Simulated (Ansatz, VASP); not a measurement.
## CdS in VASP and in Ansatz

```
Cd S
1.0
    -0.08829    2.89881    2.89881
     2.89881   -0.08829    2.89881
     2.89881    2.89881   -0.08829
Cd S
1 1
Cartesian
  0.0000 0.0000 0.0000
  4.2820 4.2820 4.2820
```

Change from the starting cell: equal xy, yz and zx shear strains of -3 %.

Alike in both runs: task single point; functional PBEsol; k mesh 7 × 7 × 7; occupations fermi-dirac, width 0.02 eV; no spin polarisation.

```csv
,VASP,Ansatz
version,VASP 6.6.1,Ansatz 0.2.0
potentials or method,"VASP PAW PBE potentials, release 64 (Cd, S), cutoff 520 eV","all-electron LAPW, scalar-relativistic"
```

Ansatz gave:

- gap on the k mesh at the Fermi level (eV): 0.88
- pressure (GPa): -1.5
- largest component of the traceless stress (GPa): 1.54
- rms of the force components (eV/Å): 0.193

Task: Estimate VASP's values.

Result: gap on the k mesh at the Fermi level (eV): 0.89; pressure (GPa): -1.2; largest component of the traceless stress (GPa): 1.58; rms of the force components (eV/Å): 0.202.

Atom by atom the forces differ by 0.008 eV/Å (rms over components). Ansatz ran all-electron here, so the differences hold the error of VASP's frozen core and of both bases.

Caveats: the PAW data sets were made with another functional, which shifts forces and pressure a little (VASP).
